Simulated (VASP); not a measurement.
Crystal: SnSe2.

```
Sn Se
1.0
     3.81100    0.00000    0.00000
    -1.90550    3.30042    0.00000
     0.00000    0.00000    6.13600
Sn Se
1 2
Direct
  0.00000 0.00000 0.00000
  0.66667 0.33333 0.75100
  0.33333 0.66667 0.24900
```

| Item | Value |
| --- | --- |
| Program | VASP 6.6.1 |
| Task | relaxation of cell and atoms |
| Functional | r2SCAN |
| Dispersion | D3(BJ) |
| Potentials or basis | VASP PAW PBE potentials, release 64 (Sn_d, Se) |
| Cutoff | 600 eV |
| k mesh | 8 × 8 × 5 |
| Occupations | gaussian, width 0.05 eV |
| Spin | no spin polarisation |

At the start: pressure 2.6 GPa; volume 25.73 Å³/atom.

Question: Where does the relaxation end?

Answer: Over 11 steps the energy falls by 9.6 meV/atom and the volume is 26.37 Å³/atom (+2.5 %); space group P-3m1 (No. 164, to 0.05 Å).

The path:
```
step  energy change (eV)  largest force (eV/Å)  pressure (GPa)  volume (Å³)
   1              0.0000                0.5385            2.58        77.18
   2             -0.0046                0.3320           -2.44        81.89
   3             -0.0272                0.0627           -0.22        79.58
   4             -0.0272                0.0716           -0.17        79.54
   5             -0.0286                0.0341           -0.05        79.28
   6             -0.0288                0.0136            0.01        79.14
   7             -0.0288                0.0118            0.02        79.13
   8             -0.0288                0.0039           -0.03        79.16
   9             -0.0288                0.0018           -0.03        79.16
  10             -0.0288                0.0025           -0.03        79.14
  11             -0.0289                0.0033           -0.04        79.10
```

Final structure:
```
Sn Se
1.0
     3.82657    0.00000    0.00000
    -1.91328    3.31390    0.00000
     0.00000    0.00000    6.23758
Sn Se
1 2
Cartesian
  1.9133 3.3139 0.0000
  1.9133 1.1046 4.6633
  0.0000 2.2093 1.5742
```

Caveat: the PAW data sets were made with another functional, which shifts forces and pressure a little.
